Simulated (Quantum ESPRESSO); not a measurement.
# CdSe (Cadmoselite) (P6_3mc) in Quantum ESPRESSO: further runs

Aim: see how the results for CdSe (Cadmoselite) move with the level of theory and the settings. Levels: r2SCAN, PBEsol. Tasks: single point, equation of state, band structure.

Program: Quantum ESPRESSO 7.5. These are calculated values, not measurements. Logs are shortened: lines on timing, memory, paths and dates and some standing lists are left out, and cuts for length are marked.

**What was measured.**

A printed reference work, data compilation reports, for a bulk crystal of CdSe at 2 K: band gap 1.841 eV.

How close the calculation comes is told below.

### Step 1. The structure

Symmetry: P6_3mc, No. 186, hexagonal system. The conventional cell has a = 4.300 Å, b = 4.300 Å, c = 7.020 Å, α = 90.00°, β = 90.00°, γ = 120.00°. Around Cd (site symmetry 3m) lie 4 Se at 2.61 to 2.70 Å. Around Se (site symmetry 3m) lie 4 Cd at 2.61 to 2.70 Å.

### Step 2. Single point, r2SCAN, 26.42 Å³/atom

pw.in

```
&CONTROL
  calculation = 'scf'
  prefix = 'pwscf'
  outdir = './tmp'
  pseudo_dir = './pseudo'
  tstress = .true.
  disk_io = 'nowf'
/
&SYSTEM
  ibrav = 0
  nat = 4
  ntyp = 2
  ecutwfc = 70
  nbnd = 36
  input_dft = 'r2scan'
  occupations = 'smearing'
  smearing = 'fd'
  degauss = 0.00367493
  nosym = .true.
  nr1 = 48
  nr2 = 48
  nr3 = 96
/
&ELECTRONS
  conv_thr = 1d-08
  electron_maxstep = 120
  mixing_beta = 0.5
/
ATOMIC_SPECIES
Cd   112.4140 Cd_ONCV_PBE-1.2.upf
Se    78.9710 Se_ONCV_PBE-1.2.upf
CELL_PARAMETERS angstrom
   4.2122202675    0.0000000000    0.0000000000
  -2.1061101337    3.6478897580    0.0000000000
   0.0000000000    0.0000000000    6.8766944832
ATOMIC_POSITIONS crystal
Cd     0.6666666667    0.3333333333    0.5000000000
Cd     0.3333333333    0.6666666667    0.0000000000
Se     0.6666666667    0.3333333333    0.8850000000
Se     0.3333333333    0.6666666667    0.3850000000
K_POINTS automatic
4 4 2 0 0 0
```

Potentials or basis: SG15 PBE 1.2.

Command:

```
$ OMP_NUM_THREADS=1 mpirun -n 2 pw.x -nk 2 -in pw.in > pw.out
```

pw.out:

```text
This program is part of the open-source Quantum ESPRESSO suite
     for quantum simulation of materials; please cite
         "P. Giannozzi et al., J. Phys.:Condens. Matter 21 395502 (2009);
         "P. Giannozzi et al., J. Phys.:Condens. Matter 29 465901 (2017);
         "P. Giannozzi et al., J. Chem. Phys. 152 154105 (2020);
     in publications or presentations arising from this work. More details at

     IMPORTANT: XC functional enforced from input :
     Exchange-correlation= R2SCAN
                           (   0   0   0   0   0 497 498)
     Any further DFT definition will be discarded
     Please, verify this is what you really want

     K-points division:     npool     =       2
     Subspace diagonalization in iterative solution of the eigenvalue problem:
     a serial algorithm will be used

     G-vector sticks info
     --------------------
     sticks:   dense  smooth     PW     G-vecs:    dense   smooth      PW
     Sum        1237    1237    367                56265    56265    9369

     Using Slab Decomposition

     bravais-lattice index     =            0
     lattice parameter (alat)  =       7.9599  a.u.
     unit-cell volume          =     713.0650 (a.u.)^3
     number of atoms/cell      =            4
     number of atomic types    =            2
     number of electrons       =        52.00
     number of Kohn-Sham states=           36
     kinetic-energy cutoff     =      70.0000  Ry
     charge density cutoff     =     280.0000  Ry
     scf convergence threshold =      1.0E-08
     mixing beta               =       0.5000
     number of iterations used =            8  plain     mixing
     Exchange-correlation= R2SCAN
                           (   0   0   0   0   0 497 498)

     celldm(1)=   7.959943  celldm(2)=   0.000000  celldm(3)=   0.000000
     celldm(4)=   0.000000  celldm(5)=   0.000000  celldm(6)=   0.000000

     crystal axes: (cart. coord. in units of alat)
               a(1) = (   1.000000   0.000000   0.000000 )
               a(2) = (  -0.500000   0.866025   0.000000 )
               a(3) = (   0.000000   0.000000   1.632558 )

     reciprocal axes: (cart. coord. in units 2 pi/alat)
               b(1) = (  1.000000  0.577350 -0.000000 )
               b(2) = (  0.000000  1.154701  0.000000 )
               b(3) = (  0.000000 -0.000000  0.612536 )

     PseudoPot. # 1 for Cd read from file:
     Cd_ONCV_PBE-1.2.upf
     Pseudo is Norm-conserving, Zval = 20.0
     Generated using ONCVPSP code by D. R. Hamann
     Using radial grid of  602 points,  6 beta functions with:
                l(1) =   0
                l(2) =   0
                l(3) =   1
                l(4) =   1
                l(5) =   2
                l(6) =   2

     PseudoPot. # 2 for Se read from file:
     Se_ONCV_PBE-1.2.upf
     Pseudo is Norm-conserving, Zval =  6.0
     Generated using ONCVPSP code by D. R. Hamann
     Using radial grid of  602 points,  6 beta functions with:
                l(1) =   0
                l(2) =   0
                l(3) =   1
                l(4) =   1
                l(5) =   2
                l(6) =   2

     atomic species   valence    mass     pseudopotential
     Cd               20.00   112.41400     Cd( 1.00)
     Se                6.00    78.97100     Se( 1.00)

     No symmetry found

   Cartesian axes

     site n.     atom                  positions (alat units)
         1        Cd     tau(   1) = (   0.5000000   0.2886751   0.8162791  )
         2        Cd     tau(   2) = (  -0.0000000   0.5773503   0.0000000  )
         3        Se     tau(   3) = (   0.5000000   0.2886751   1.4448140  )
         4        Se     tau(   4) = (  -0.0000000   0.5773503   0.6285349  )

     number of k points=    20  Fermi-Dirac smearing, width (Ry)=  0.0037
                       cart. coord. in units 2pi/alat
        k(    1) = (   0.0000000   0.0000000   0.0000000), wk =   0.0625000
        k(    2) = (   0.0000000   0.0000000  -0.3062678), wk =   0.0625000
        k(    3) = (   0.0000000   0.2886751   0.0000000), wk =   0.1250000
        k(    4) = (   0.0000000   0.2886751  -0.3062678), wk =   0.1250000
        k(    5) = (   0.0000000  -0.5773503   0.0000000), wk =   0.0625000
        k(    6) = (   0.0000000  -0.5773503  -0.3062678), wk =   0.0625000
[... 12 lines left out ...]
        k(   19) = (  -0.5000000  -0.8660254   0.0000000), wk =   0.0625000
        k(   20) = (  -0.5000000  -0.8660254  -0.3062678), wk =   0.0625000

     Dense  grid:    56265 G-vectors     FFT dimensions: (  48,  48,  96)

     WARNING: libxc functional with ID  497 depends
      on external parameters: check the user_guide of
      QE if you need to modify them or to check their
      default values.

     WARNING: libxc functional with ID  498 depends
      on external parameters: check the user_guide of
      QE if you need to modify them or to check their
      default values.

     Initial potential from superposition of free atoms

     starting charge      51.8953, renormalised to      52.0000
     Starting wfcs are random

     Self-consistent Calculation

     iteration #  1     ecut=    70.00 Ry     beta= 0.50
     Davidson diagonalization with overlap
     ethr =  1.00E-02,  avg # of iterations =  9.8

     total energy              =    -659.55970361 Ry
     estimated scf accuracy    <      33.50780793 Ry

     iteration #  2     ecut=    70.00 Ry     beta= 0.50
     Davidson diagonalization with overlap
     ethr =  1.00E-02,  avg # of iterations =  1.0

     total energy              =    -659.71826658 Ry
     estimated scf accuracy    <       6.98997560 Ry

     iteration #  3     ecut=    70.00 Ry     beta= 0.50
     Davidson diagonalization with overlap
     ethr =  1.00E-02,  avg # of iterations =  1.0

     total energy              =    -659.73154683 Ry
     estimated scf accuracy    <       0.13293311 Ry

     iteration #  4     ecut=    70.00 Ry     beta= 0.50
     Davidson diagonalization with overlap
     ethr =  2.56E-04,  avg # of iterations =  1.0

     total energy              =    -659.73235512 Ry
     estimated scf accuracy    <       0.00076567 Ry

     iteration #  5     ecut=    70.00 Ry     beta= 0.50
     Davidson diagonalization with overlap
     ethr =  1.47E-06,  avg # of iterations =  5.7
[... 15 lines left out ...]
     total energy              =    -659.73246167 Ry
     estimated scf accuracy    <       0.00000261 Ry

     iteration #  8     ecut=    70.00 Ry     beta= 0.50
     Davidson diagonalization with overlap
     ethr =  5.01E-09,  avg # of iterations =  1.0

     total energy              =    -659.73246177 Ry
     estimated scf accuracy    <       0.00000008 Ry

     iteration #  9     ecut=    70.00 Ry     beta= 0.50
     Davidson diagonalization with overlap
     ethr =  1.55E-10,  avg # of iterations =  2.0

     total energy              =    -659.73246178 Ry
     estimated scf accuracy    <       0.00000011 Ry

     iteration # 10     ecut=    70.00 Ry     beta= 0.50
     Davidson diagonalization with overlap
     ethr =  1.55E-10,  avg # of iterations =  1.0

     End of self-consistent calculation

          k = 0.0000 0.0000 0.0000 (  7055 PWs)   bands (ev):

   -96.9421 -96.9421 -56.9218 -56.9218 -56.9217 -56.9217 -56.9101 -56.9095
    -5.6456  -5.2088  -0.6069  -0.6069  -0.5376  -0.5376  -0.5215  -0.1525
    -0.1525  -0.0729  -0.0729   0.2693   3.1354   7.0524   7.0524   7.8335
     7.8699   7.8699   9.0077  10.3601  14.2275  14.2275  14.5173  15.4475
    15.4475  16.2291  17.7240  17.8474

          k = 0.0000 0.0000-0.3063 (  7066 PWs)   bands (ev):

   -96.9421 -96.9421 -56.9217 -56.9217 -56.9217 -56.9217 -56.9098 -56.9098
    -5.4262  -5.4261  -0.5772  -0.5772  -0.5772  -0.5772  -0.2999  -0.2999
    -0.1086  -0.1086  -0.1086  -0.1086   5.0932   5.0932   7.4443   7.4443
     7.4443   7.4443  10.6430  10.6430  14.1901  14.1901  14.6115  14.6115
    14.6115  14.6115  18.4519  18.4519

          k = 0.0000 0.2887 0.0000 (  7054 PWs)   bands (ev):

   -96.9421 -96.9421 -56.9220 -56.9219 -56.9218 -56.9217 -56.9100 -56.9096
    -5.4399  -5.1163  -0.5237  -0.5027  -0.4271  -0.4055  -0.4005  -0.1883
    -0.1488  -0.1260  -0.0607   0.3744   3.4901   5.0665   5.5501   6.3338
     7.3359   7.3798  10.9642  11.6775  13.4500  14.2139  14.9815  15.4532
    15.9163  16.4936  16.9270  17.7532

          k = 0.0000 0.2887-0.3063 (  7062 PWs)   bands (ev):

   -96.9421 -96.9421 -56.9220 -56.9220 -56.9218 -56.9218 -56.9098 -56.9098
    -5.2728  -5.2728  -0.4772  -0.4772  -0.4696  -0.4696  -0.2694  -0.2694
    -0.1056  -0.1056  -0.0208  -0.0208   4.4823   4.4823   6.3279   6.3279
     6.8231   6.8231  11.6898  11.6898  13.2745  13.2745  15.1106  15.1106
    15.8237  15.8238  18.2711  18.2711
[... 59 lines left out ...]
   -96.9421 -96.9421 -56.9221 -56.9221 -56.9219 -56.9219 -56.9098 -56.9097
    -5.1190  -5.1190  -0.4077  -0.4077  -0.3707  -0.3707  -0.2079  -0.2079
    -0.1097  -0.1097   0.2652   0.2652   3.5103   3.5103   5.4862   5.4863
     6.5492   6.5492  12.0561  12.0561  13.8622  13.8622  14.7175  14.7175
    16.1076  16.1076  18.9454  18.9454

          k = 0.2500-0.1443 0.0000 (  7054 PWs)   bands (ev):

   -96.9421 -96.9421 -56.9220 -56.9219 -56.9218 -56.9217 -56.9100 -56.9096
    -5.4399  -5.1163  -0.5237  -0.5027  -0.4271  -0.4055  -0.4005  -0.1883
    -0.1488  -0.1260  -0.0607   0.3744   3.4901   5.0665   5.5501   6.3338
     7.3359   7.3798  10.9642  11.6775  13.4500  14.2139  14.9815  15.4532
    15.9163  16.4936  16.9270  17.7532

          k = 0.2500-0.1443-0.3063 (  7062 PWs)   bands (ev):

   -96.9421 -96.9421 -56.9220 -56.9220 -56.9218 -56.9218 -56.9098 -56.9098
    -5.2728  -5.2728  -0.4772  -0.4772  -0.4696  -0.4696  -0.2694  -0.2694
    -0.1056  -0.1056  -0.0208  -0.0208   4.4823   4.4823   6.3279   6.3279
     6.8231   6.8231  11.6898  11.6898  13.2745  13.2745  15.1106  15.1106
    15.8237  15.8238  18.2711  18.2711

          k =-0.5000-0.2887 0.0000 (  7024 PWs)   bands (ev):

   -96.9421 -96.9421 -56.9222 -56.9222 -56.9219 -56.9218 -56.9098 -56.9097
    -5.1963  -5.0564  -0.4633  -0.4607  -0.3171  -0.2475  -0.2318  -0.2005
    -0.1088  -0.0447   0.1957   0.3464   3.2031   3.7918   4.9538   5.7439
     6.4338   6.9161  11.4232  11.5460  12.9249  14.6720  14.9812  16.1525
    16.3974  18.2819  19.0514  19.3154

          k =-0.5000-0.2887-0.3063 (  7024 PWs)   bands (ev):

   -96.9421 -96.9421 -56.9222 -56.9222 -56.9219 -56.9218 -56.9098 -56.9097
    -5.1176  -5.1176  -0.4228  -0.4228  -0.3849  -0.3849  -0.1762  -0.1762
    -0.0856  -0.0856   0.2617   0.2617   3.1890   3.1890   6.2900   6.2900
     6.3872   6.3872  11.1646  11.1646  13.0111  13.0111  16.2553  16.2553
    16.5820  16.5820  19.0575  19.0575

          k =-0.5000 0.0000 0.0000 (  7047 PWs)   bands (ev):

   -96.9421 -96.9421 -56.9221 -56.9221 -56.9220 -56.9219 -56.9098 -56.9097
    -5.1989  -5.0568  -0.4888  -0.3953  -0.3182  -0.3137  -0.1825  -0.1625
    -0.1418  -0.1072   0.1006   0.4708   3.4774   4.0621   4.9311   5.1578
     6.2397   6.5193  12.5258  12.7094  13.1886  14.1541  14.9588  15.6786
    15.9362  17.4863  18.0231  18.7968

          k =-0.5000 0.0000-0.3063 (  7040 PWs)   bands (ev):

   -96.9421 -96.9421 -56.9221 -56.9221 -56.9219 -56.9219 -56.9098 -56.9097
    -5.1190  -5.1190  -0.4077  -0.4077  -0.3707  -0.3707  -0.2079  -0.2079
    -0.1097  -0.1097   0.2652   0.2652   3.5103   3.5103   5.4862   5.4863
     6.5492   6.5492  12.0561  12.0561  13.8622  13.8622  14.7175  14.7175
    16.1076  16.1076  18.9454  18.9454

          k =-0.5000-0.8660 0.0000 (  7024 PWs)   bands (ev):

   -96.9421 -96.9421 -56.9222 -56.9222 -56.9219 -56.9218 -56.9098 -56.9097
    -5.1963  -5.0564  -0.4633  -0.4607  -0.3171  -0.2475  -0.2318  -0.2005
    -0.1088  -0.0447   0.1957   0.3464   3.2031   3.7918   4.9538   5.7439
     6.4338   6.9161  11.4232  11.5460  12.9249  14.6720  14.9812  16.1525
    16.3974  18.2819  19.0514  19.3154

          k =-0.5000-0.8660-0.3063 (  7024 PWs)   bands (ev):

   -96.9421 -96.9421 -56.9222 -56.9222 -56.9219 -56.9218 -56.9098 -56.9097
    -5.1176  -5.1176  -0.4228  -0.4228  -0.3849  -0.3849  -0.1762  -0.1762
    -0.0856  -0.0856   0.2617   0.2617   3.1890   3.1890   6.2900   6.2900
     6.3872   6.3872  11.1646  11.1646  13.0111  13.0111  16.2553  16.2553
    16.5820  16.5820  19.0575  19.0575

     the Fermi energy is     8.4615 ev

!    total energy              =    -659.73246178 Ry
     estimated scf accuracy    <          3.7E-09 Ry
     smearing contrib. (-TS)   =      -0.00000010 Ry
     internal energy E=F+TS    =    -659.73246168 Ry

     The total energy is F=E-TS. E is the sum of the following terms:
     one-electron contribution =    -425.63962744 Ry
     hartree contribution      =     218.90323032 Ry
     xc contribution           =     -64.04009251 Ry
     ewald contribution        =    -388.95597205 Ry

     convergence has been achieved in  10 iterations

     Computing stress (Cartesian axis) and pressure

          total   stress  (Ry/bohr**3)                   (kbar)     P=       59.87
   0.00048126   0.00000000   0.00000000           70.80        0.00        0.00
   0.00000000   0.00048126   0.00000000            0.00       70.80        0.00
   0.00000000   0.00000000   0.00025841            0.00        0.00       38.01

=------------------------------------------------------------------------------=
   JOB DONE.
=------------------------------------------------------------------------------=
```

Wall time 6.5 min (2 MPI ranks of Intel Xeon Platinum 8259CL at 2.50GHz (Skylake/Cascade Lake), shared host); peak memory 0.38 GiB.

What came out:

| Item | Value |
| --- | --- |
| Free energy | -8976.1174 eV |
| Pressure | 6.0 GPa |
| Band gap on the k mesh | 1.14 eV, direct |

Caveat: the k mesh is coarse (spacing up to 0.46 Å⁻¹), so the values aren't converged; the potentials were made for another functional, which shifts forces and pressure.

### Step 3. Single point, r2SCAN, 26.98 Å³/atom

pw.in, as its differences from that of step 2:

```diff
@@ -32,5 +32,5 @@
 CELL_PARAMETERS angstrom
-   4.2122202675    0.0000000000    0.0000000000
-  -2.1061101337    3.6478897580    0.0000000000
-   0.0000000000    0.0000000000    6.8766944832
+   4.2418847678    0.0000000000    0.0000000000
+  -2.1209423839    3.6735799689    0.0000000000
+   0.0000000000    0.0000000000    6.9251235047
 ATOMIC_POSITIONS crystal
```

Potentials or basis: SG15 PBE 1.2.

Command:

```
$ OMP_NUM_THREADS=1 mpirun -n 2 pw.x -nk 2 -in pw.in > pw.out
```

Wall time 5.9 min (2 MPI ranks of Intel Xeon Platinum 8259CL at 2.50GHz (Skylake/Cascade Lake), shared host); peak memory 0.38 GiB.

It converged, with:

```
Free energy            : -8976.1904 eV
Pressure               : 4.4 GPa
Band gap on the k mesh : 1.09 eV, direct
```

Caveat: the k mesh is coarse (spacing up to 0.45 Å⁻¹), so the values aren't converged; the potentials were made for another functional, which shifts forces and pressure.

### Step 4. Single point, r2SCAN, 27.54 Å³/atom

pw.in, as its differences from that of step 3:

```diff
@@ -32,5 +32,5 @@
 CELL_PARAMETERS angstrom
-   4.2418847678    0.0000000000    0.0000000000
-  -2.1209423839    3.6735799689    0.0000000000
-   0.0000000000    0.0000000000    6.9251235047
+   4.2711400700    0.0000000000    0.0000000000
+  -2.1355700350    3.6989158038    0.0000000000
+   0.0000000000    0.0000000000    6.9728844864
 ATOMIC_POSITIONS crystal
```

Command:

```
$ OMP_NUM_THREADS=1 mpirun -n 2 pw.x -nk 2 -in pw.in > pw.out
```

It took 6 min on 2 MPI ranks of Intel Xeon Platinum 8259CL at 2.50GHz (Skylake/Cascade Lake), shared host; peak memory 0.4 GiB.

Results (log left out):

```
Free energy            : -8976.2428 eV
Pressure               : 3.0 GPa
Band gap on the k mesh : 1.04 eV, direct
```

Caveat: the k mesh is coarse (spacing up to 0.45 Å⁻¹), so the values aren't converged; the potentials were made for another functional, which shifts forces and pressure.

### Step 5. Single point, r2SCAN, 28.10 Å³/atom

pw.in, as its differences from that of step 4:

```diff
@@ -32,5 +32,5 @@
 CELL_PARAMETERS angstrom
-   4.2711400700    0.0000000000    0.0000000000
-  -2.1355700350    3.6989158038    0.0000000000
-   0.0000000000    0.0000000000    6.9728844864
+   4.3000000000    0.0000000000    0.0000000000
+  -2.1500000000    3.7239092363    0.0000000000
+   0.0000000000    0.0000000000    7.0200000000
 ATOMIC_POSITIONS crystal
```

Command:

```
$ OMP_NUM_THREADS=1 mpirun -n 2 pw.x -nk 2 -in pw.in > pw.out
```

Run time: 6 min. Hardware: 2 MPI ranks of Intel Xeon Platinum 8259CL at 2.50GHz (Skylake/Cascade Lake), shared host; peak memory 0.4 GiB.

The run converged. Its results:

| Quantity | Value |
| --- | --- |
| Free energy | -8976.2766 eV |
| Pressure | 1.8 GPa |
| Band gap on the k mesh | 1.00 eV, direct |

Caveat: the k mesh is coarse (spacing up to 0.45 Å⁻¹), so the values aren't converged; the potentials were made for another functional, which shifts forces and pressure.

### Step 6. Single point, r2SCAN, 28.66 Å³/atom

pw.in, as its differences from that of step 5:

```diff
@@ -32,5 +32,5 @@
 CELL_PARAMETERS angstrom
-   4.3000000000    0.0000000000    0.0000000000
-  -2.1500000000    3.7239092363    0.0000000000
-   0.0000000000    0.0000000000    7.0200000000
+   4.3284776511    0.0000000000    0.0000000000
+  -2.1642388256    3.7485716056    0.0000000000
+   0.0000000000    0.0000000000    7.0664914211
 ATOMIC_POSITIONS crystal
```

Potentials or basis: SG15 PBE 1.2.

Command:

```
$ OMP_NUM_THREADS=1 mpirun -n 2 pw.x -nk 2 -in pw.in > pw.out
```

Wall time 6 min (2 MPI ranks of Intel Xeon Platinum 8259CL at 2.50GHz (Skylake/Cascade Lake), shared host); peak memory 0.4 GiB.

It converged, with:

* Free energy: -8976.2938 eV
* Pressure: 0.7 GPa
* Band gap on the k mesh: 0.95 eV, direct

Caveat: the k mesh is coarse (spacing up to 0.44 Å⁻¹), so the values aren't converged; the potentials were made for another functional, which shifts forces and pressure.

### Step 7. Single point, r2SCAN, 29.23 Å³/atom

pw.in, as its differences from that of step 6:

```diff
@@ -32,5 +32,5 @@
 CELL_PARAMETERS angstrom
-   4.3284776511    0.0000000000    0.0000000000
-  -2.1642388256    3.7485716056    0.0000000000
-   0.0000000000    0.0000000000    7.0664914211
+   4.3565854364    0.0000000000    0.0000000000
+  -2.1782927182    3.7729136617    0.0000000000
+   0.0000000000    0.0000000000    7.1123790148
 ATOMIC_POSITIONS crystal
```

Command:

```
$ OMP_NUM_THREADS=1 mpirun -n 2 pw.x -nk 2 -in pw.in > pw.out
```

Run time: 6 min. Hardware: 2 MPI ranks of Intel Xeon Platinum 8259CL at 2.50GHz (Skylake/Cascade Lake), shared host; peak memory 0.4 GiB.

The run converged. Its results:

- Free energy: -8976.2961 eV
- Pressure: -0.3 GPa
- Band gap on the k mesh: 0.91 eV, direct

Caveat: the k mesh is coarse (spacing up to 0.44 Å⁻¹), so the values aren't converged; the potentials were made for another functional, which shifts forces and pressure.

### Step 8. Single point, r2SCAN, 29.79 Å³/atom

pw.in, as its differences from that of step 7:

```diff
@@ -32,5 +32,5 @@
 CELL_PARAMETERS angstrom
-   4.3565854364    0.0000000000    0.0000000000
-  -2.1782927182    3.7729136617    0.0000000000
-   0.0000000000    0.0000000000    7.1123790148
+   4.3843351364    0.0000000000    0.0000000000
+  -2.1921675682    3.7969456069    0.0000000000
+   0.0000000000    0.0000000000    7.1576820134
 ATOMIC_POSITIONS crystal
```

Command:

```
$ OMP_NUM_THREADS=1 mpirun -n 2 pw.x -nk 2 -in pw.in > pw.out
```

Run time: 5.4 min. Hardware: 2 MPI ranks of Intel Xeon Platinum 8259CL at 2.50GHz (Skylake/Cascade Lake), shared host; peak memory 0.42 GiB.

Results (log left out):

```
Free energy            : -8976.2850 eV
Pressure               : -1.2 GPa
Band gap on the k mesh : 0.86 eV, direct
```

Caveat: the k mesh is coarse (spacing up to 0.44 Å⁻¹), so the values aren't converged; the potentials were made for another functional, which shifts forces and pressure.

[end of part 1 of 2]
